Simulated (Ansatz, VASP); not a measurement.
## MgS in VASP and in Ansatz

Contents of INCAR:

```
SYSTEM = MgS
ALGO = Fast
EDIFF = 1E-6
ENCUT = 520
GGA = CA
ISIF = 2
ISMEAR = 0
LASPH = .TRUE.
LCHARG = .FALSE.
LREAL = .FALSE.
LWAVE = .FALSE.
NBANDS = 11
NELM = 80
PREC = Accurate
SIGMA = 0.1
```

KPOINTS

```
k-points
0
G
  6 6 6
  0 0 0
```

Contents of POSCAR:

```
MgS
1.0
    0.0000000000      2.8331200468      2.8331200468
    2.8331200468      0.0000000000      2.8331200468
    2.8331200468      2.8331200468      0.0000000000
Mg S
1 1
Direct
    0.0000000000      0.0000000000      0.0000000000
    0.7500000000      0.7500000000      0.7500000000
```

Input for Ansatz:

```yaml
crystal:
  lattice:
    - [0.0, 2.8331200468, 2.8331200468]
    - [2.8331200468, 0.0, 2.8331200468]
    - [2.8331200468, 2.8331200468, 0.0]
  atoms:
    - { symbol: Mg, position: [0.0, 0.0, 0.0] }
    - { symbol: S, position: [0.75, 0.75, 0.75] }
basis:
  ecutwfc: 420
kpoints:
  mp_grid: { grid: [6, 6, 6] }
hamiltonian:
  xc: lda
scf:
  occupations: { method: gaussian, width: 0.1 }
output:
  forces: true
  stress: true
  eigenvalues: true
```

The cell comes from a database or a generator and needn't be the stable form of this composition.

Alike in both runs: task single point; functional LDA; k mesh 6 × 6 × 6; occupations gaussian, width 0.1 eV; no spin polarisation.

|  | VASP | Ansatz |
| --- | --- | --- |
| version | VASP 6.6.1 | Ansatz 0.2.0 |
| potentials or method | VASP PAW LDA potentials, release 64 (Mg, S) | scalar-relativistic, plane waves, PAW |
| plane-wave cutoff (eV) | 520 | 420 |
| valence electrons in the cell | 8 | 16 |

```csv
,VASP,Ansatz,Ansatz less VASP
gap on the k mesh at the Fermi level (eV),3.18,3.17,-0.011
least direct gap on the mesh (eV),3.18,3.17,-0.011
pressure (GPa),-2.5,-2.2,+0.33
```

The two sets of potentials don't hold the same shells in valence.

A k mesh can miss the band edges. As with any semilocal functional, this LDA gap is likely too small.
